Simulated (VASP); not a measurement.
# BaS (Fm-3m) in VASP: a series of runs

Runs on BaS. Level: PBE+D3(BJ). Tasks: single point, relaxation of cell and atoms.

Everything below comes from runs of VASP 6.6.1. Logs are shortened: lines on timing, memory, paths and dates and some standing lists are left out, and cuts for length are marked.

## (1) Starting point

The structure is cubic, space group Fm-3m (No. 225). The conventional cell has a = 6.429 Å, b = 6.429 Å, c = 6.429 Å, α = 90.00°, β = 90.00°, γ = 90.00°. Around Ba (site symmetry m-3m) lie 6 S at 3.21 Å. Around S (site symmetry m-3m) lie 6 Ba at 3.21 Å.

## (2) Single point, PBE+D3(BJ) (relaxed again under DFT PBE+D3(BJ), scalar-relativistic, plane waves, PAW)

Input file INCAR:

```
SYSTEM = BaS
PREC = Accurate
ENCUT = 520
EDIFF = 1E-7
ISMEAR = 0
SIGMA = 0.02
LREAL = .FALSE.
LASPH = .TRUE.
NELM = 80
ALGO = Normal
ISIF = 2
LWAVE = .FALSE.
LCHARG = .FALSE.
GGA = PE
IVDW = 12
NBANDS = 15
```

Input file KPOINTS:

```
regular mesh
0
G
  8 8 8
  0 0 0
```

Input file POSCAR:

```
BaS
1.0
    0.0000000000      3.1801375176      3.1801375176
    3.1801375176      0.0000000000      3.1801375176
    3.1801375176      3.1801375176      0.0000000000
Ba S
1 1
Direct
    0.0000000000      0.0000000000      0.0000000000
    0.5000000000      0.5000000000      0.5000000000
```

Potentials or basis: VASP PAW PBE potentials, release 64 (Ba_sv, S).

Launch:

```console
cat potpaw_PBE.64/Ba_sv/POTCAR potpaw_PBE.64/S/POTCAR > POTCAR
mpirun -np 1 vasp_std > vasp.out
```

OUTCAR:

```text
SYSTEM = BaS
   PREC = Accurate
   ENCUT = 520
   EDIFF = 1E-7
   ISMEAR = 0
   LREAL = .FALSE.
   LASPH = .TRUE.
   NELM = 80
   ISIF = 2
   GGA = PE
   IVDW = 12
 IVDW          = 12

 ion  position               nearest neighbor table
   1  0.000  0.000  0.000-   2 3.18   2 3.18   2 3.18   2 3.18   2 3.18   2 3.18
   2  0.500  0.500  0.500-   1 3.18   1 3.18   1 3.18   1 3.18   1 3.18   1 3.18

  LATTYP: Found a face centered cubic cell.
 ALAT       =     6.3602750352

  Lattice vectors:

 A1 = (   0.0000000000,   3.1801375176,   3.1801375176)
 A2 = (   3.1801375176,   0.0000000000,   3.1801375176)
 A3 = (   3.1801375176,   3.1801375176,   0.0000000000)

Analysis of symmetry for initial positions (statically):
=====================================================================
 Subroutine PRICEL returns:
 Original cell was already a primitive cell.

 Routine SETGRP: Setting up the symmetry group for a
 face centered cubic supercell.

 Subroutine GETGRP returns: Found 48 space group operations
 (whereof 48 operations were pure point group operations)
 out of a pool of 48 trial point group operations.

The static configuration has the point symmetry O_h .

Analysis of symmetry for dynamics (positions and initial velocities):
=====================================================================
 Subroutine PRICEL returns:
 Original cell was already a primitive cell.

 Routine SETGRP: Setting up the symmetry group for a
 face centered cubic supercell.

 Subroutine GETGRP returns: Found 48 space group operations
 (whereof 48 operations were pure point group operations)
 out of a pool of 48 trial point group operations.

The dynamic configuration has the point symmetry O_h .

 Subroutine INISYM returns: Found 48 space group operations
 (whereof 48 operations are pure point group operations),
 and found     1 'primitive' translations

----------------------------------------------------------------------------------------

                                     Primitive cell

  volume of cell :      64.3232

  direct lattice vectors                    reciprocal lattice vectors
     0.000000000  3.180137518  3.180137518    -0.157225905  0.157225905  0.157225905
     3.180137518  0.000000000  3.180137518     0.157225905 -0.157225905  0.157225905
     3.180137518  3.180137518  0.000000000     0.157225905  0.157225905 -0.157225905

  length of vectors
     4.497393608  4.497393608  4.497393608     0.272323256  0.272323256  0.272323256

  position of ions in fractional coordinates (direct lattice)
     0.000000000  0.000000000  0.000000000
     0.500000000  0.500000000  0.500000000

  ion indices of the primitive-cell ions
   primitive index   ion index
                 1           1
                 2           2
[... 88 lines left out ...]
   EFERMI_NEDOS =   21; number of points for ismear=-14 and -15
   IALGO  =     38    algorithm
   IMIX   =      4    mixing-type and parameters
     AMIX     =   0.40;   BMIX     =  1.00
     AMIX_MAG =   1.60;   BMIX_MAG =  1.00
  volume/ion in A,a.u.               =      32.16       217.04
  Fermi-wavevector in a.u.,A,eV,Ry     =   1.029577  1.945619 14.422574  1.060029
  Thomas-Fermi vector in A             =   2.163632
   LORBIT       =      0    0 simple, 1 ext, 2 COOP (PROOUT), +10 PAW based schemes
   GGA     = PE    functional components
   LHFCALC =     F    Hartree Fock is set to
   AEXX    =    0.0000 exact exchange contribution
   IVDW    =    12    specifies the selected vdW correction
   LEPSILON=     F    determine dielectric tensor
   LRPA    =     F    only Hartree local field effects (RPA)
 non-spin polarized calculation
 Gauss-broadening in eV      SIGMA  =   0.02
  energy-cutoff  :      520.00
  volume of cell :       64.32
 maximum number of plane-waves:      1759
 NGX is ok and might be reduce to    36
   NGX = 17   NGY = 17   NGZ = 17

 number of electron      16.0000000 magnetization

 Free energy of the ion-electron system (eV)
  ---------------------------------------------------
  ext. energy  EPLUGINS =         0.00000000
  ---------------------------------------------------
  free energy    TOTEN  =       -10.17563698 eV

  energy without entropy =      -10.17563698  energy(sigma->0) =      -10.17563698

 E-fermi :   1.6992     XC(G=0):  -8.6793

 val. band max:        1.5209518508   @ k =   0.0000   0.0000   0.0000
 cond. band min:       3.6058203750   @ k =   0.5000   0.5000   0.0000
 fundamental gap:      2.0848685242
 Fermi energy:         1.6992229358

 k-point     1 :       0.0000    0.0000    0.0000
  band No.  band energies     occupation
      1     -24.5133      2.00000
      2      -9.5674      2.00000
      3      -9.5674      2.00000
      4      -9.5674      2.00000
      5      -8.8594      2.00000
      6       1.5210      2.00000
      7       1.5210      2.00000
      8       1.5210      2.00000
      9       5.1838      0.00000
     10       5.3908      0.00000
     11       5.3908      0.00000
     12       5.3908      0.00000
     13       6.3301      0.00000
     14       6.3301      0.00000
[... 401 lines left out ...]
      2     -10.5468      2.00000
      3      -9.7709      2.00000
      4      -9.6772      2.00000
      5      -7.8744      2.00000
      6       0.0189      2.00000
      7       0.6429      2.00000
      8       0.7272      2.00000
      9       6.2311      0.00000
     10       6.4136      0.00000
     11       8.2319      0.00000
     12       8.4835      0.00000
     13       9.4398      0.00000
     14      10.3595      0.00000
     15      11.0615      0.00000

 [... further k-points ...]

------------------------ aborting loop because EDIFF is reached ----------------------------------------

 Edisp (eV)   -0.56237

 E8    (eV) :    -0.2767

  FORCE on cell =-STRESS in cart. coord.  units (eV):
  Direction    XX          YY          ZZ          XY          YZ          ZX
  --------------------------------------------------------------------------------------
  -------------------------------------------------------------------------------------
  Total       0.24180     0.24180     0.24180     0.00000    -0.00000     0.00000
  in kB       6.02276     6.02276     6.02276     0.00000    -0.00000     0.00000
  external pressure =        6.02 kB  Pullay stress =        0.00 kB

 VOLUME and BASIS-vectors are now :
 -----------------------------------------------------------------------------
  energy-cutoff  :      520.00
  volume of cell :       64.32
      direct lattice vectors                 reciprocal lattice vectors
     0.000000000  3.180137518  3.180137518    -0.157225905  0.157225905  0.157225905
     3.180137518  0.000000000  3.180137518     0.157225905 -0.157225905  0.157225905
     3.180137518  3.180137518  0.000000000     0.157225905  0.157225905 -0.157225905

 POSITION                                       TOTAL-FORCE (eV/Angst)
 -----------------------------------------------------------------------------------
      0.00000      0.00000      0.00000         0.000000     -0.000000     -0.000000
      3.18014      3.18014      3.18014        -0.000000      0.000000      0.000000
 -----------------------------------------------------------------------------------
    total drift:                                0.000000      0.000000      0.000000

  FREE ENERGIE OF THE ION-ELECTRON SYSTEM (eV)
  ---------------------------------------------------
  free  energy   TOTEN  =       -10.7380073985 eV

  energy  without entropy=      -10.7380073985  energy(sigma->0) =      -10.73800740
```

OSZICAR:

```text
N       E                     dE             d eps       ncg     rms          rms(c)
DAV:   1     0.822903239797E+02    0.82290E+02   -0.68481E+03   870   0.926E+02
DAV:   2    -0.574653084276E+01   -0.88037E+02   -0.79916E+02  1208   0.170E+02
DAV:   3    -0.105455913499E+02   -0.47991E+01   -0.47667E+01  1140   0.413E+01
DAV:   4    -0.106494628639E+02   -0.10387E+00   -0.10384E+00  1078   0.606E+00
DAV:   5    -0.106526615695E+02   -0.31987E-02   -0.31987E-02  1175   0.881E-01    0.490E+00
DAV:   6    -0.101590844894E+02    0.49358E+00   -0.66912E-01  1010   0.495E+00    0.336E+00
DAV:   7    -0.101607613335E+02   -0.16768E-02   -0.18582E-01  1109   0.242E+00    0.213E+00
DAV:   8    -0.101743763298E+02   -0.13615E-01   -0.24474E-02   968   0.113E+00    0.203E-01
DAV:   9    -0.101747269931E+02   -0.35066E-03   -0.32291E-03  1122   0.413E-01    0.139E-01
DAV:  10    -0.101755524918E+02   -0.82550E-03   -0.94981E-04   926   0.210E-01    0.388E-02
DAV:  11    -0.101756343987E+02   -0.81907E-04   -0.11194E-04  1101   0.645E-02    0.109E-02
DAV:  12    -0.101756370366E+02   -0.26379E-05   -0.59442E-06   961   0.161E-02    0.403E-03
DAV:  13    -0.101756369837E+02    0.52893E-07   -0.24255E-07  1164   0.303E-03
   1 F= -.10738007E+02 E0= -.10738007E+02  d E =-.206516E-38
```

It took 29 s on 1 thread of Intel Xeon Platinum 8259CL at 2.50GHz (Skylake/Cascade Lake), shared host; peak memory 0.22 GiB.

Results:

| Item | Value |
| --- | --- |
| Free energy | -10.7380 eV |
| Pressure | 0.6 GPa |
| Band gap on the k mesh | 2.08 eV, indirect (least direct gap 2.21 eV) |
| Dispersion energy per atom | -0.281 eV |

Levels at points of the mesh, in eV from the valence-band top:
```
           k point  band 5  band 6  band 7  band 8  band 9  band 10  band 11  band 12
(0.00, 0.00, 0.00)  -10.38    0.00    0.00    0.00    3.66     3.87     3.87     3.87
(0.50, 0.00, 0.00)   -9.08   -1.96   -1.11   -1.11    5.59     5.73     6.36     6.36
(0.50, 0.50, 0.00)  -10.29   -0.51   -0.13   -0.13    2.08     5.97     6.10     7.56
```

Caveat: spin-orbit coupling is left out, which moves the levels of the heavy elements. A k mesh can miss the band edges.

## (3) Relaxation of cell and atoms, PBE+D3(BJ)

Input file INCAR:

```
ALGO = Normal
EDIFF = 1E-6
EDIFFG = -0.005
ENCUT = 600
GGA = PE
IBRION = 2
ISIF = 3
ISMEAR = 0
IVDW = 12
LASPH = T
LCHARG = F
LREAL = F
LWAVE = F
NELM = 60
NSW = 70
PREC = Accurate
SIGMA = 0.02
```

Input file KPOINTS:

```
k-points
0
Gamma
  8 8 8
```

Input file POSCAR:

```
BaS
1.0
    0.0000000000      3.2143926808      3.2143926808
    3.2143926808      0.0000000000      3.2143926808
    3.2143926808      3.2143926808      0.0000000000
Ba S
1 1
Direct
    0.0000000000      0.0000000000      0.0000000000
    0.5000000000      0.5000000000      0.5000000000
```

Potentials or basis: VASP PAW PBE potentials, release 64 (Ba_sv, S).

Launch:

```console
cat potpaw_PBE.64/Ba_sv/POTCAR potpaw_PBE.64/S/POTCAR > POTCAR
mpirun -np 1 vasp_std > vasp.out
```

Run time: 60 s. Hardware: 1 thread of Intel Xeon Platinum 8259CL at 2.50GHz (Skylake/Cascade Lake), shared host; peak memory 0.23 GiB.

Results (log left out):

```yaml
Free_energy: -10.7402 eV
Relaxed_volume: 32.60 Å³/atom
Relaxed_cell: a = 4.518 Å, b = 4.518 Å, c = 4.518 Å, α = 60.00°, β = 60.00°, γ = 60.00°
Space_group_after_relaxing_to_0.05_Å: Fm-3m (No. 225)
Energy_gained_by_relaxing: 1.6 meV/atom
Ionic_steps: 3
Pressure_after_relaxing: 0.0 GPa
Band_gap_on_the_k_mesh: 2.11 eV, indirect (least direct gap 2.25 eV)
Dispersion_energy_per_atom: -0.277 eV
```

The path:
| step | energy change (eV) | largest force (eV/Å) | pressure (GPa) | volume (Å³) |
| --- | --- | --- | --- | --- |
| 1 | 0.0000 | 0.0000 | -0.80 | 66.42 |
| 2 | -0.0028 | 0.0000 | 0.24 | 64.85 |
| 3 | -0.0031 | 0.0000 | 0.00 | 65.20 |

Final structure:
```
Ba S
1.0
     0.00000    3.19444    3.19444
     3.19444    0.00000    3.19444
     3.19444    3.19444    0.00000
Ba S
1 1
Cartesian
  0.0000 0.0000 0.0000
  3.1944 3.1944 3.1944
```

Levels at points of the mesh, in eV from the valence-band top:
```csv
k point,band 6,band 7,band 8,band 9,band 10,band 11
"(0.00, 0.00, 0.00)",0.00,0.00,0.00,3.60,3.87,3.87
"(0.50, 0.00, 0.00)",-1.93,-1.09,-1.09,5.54,5.69,6.31
"(0.50, 0.50, 0.00)",-0.52,-0.14,-0.14,2.11,5.93,6.02
```

Caveat: spin-orbit coupling is left out, which moves the levels of the heavy elements.
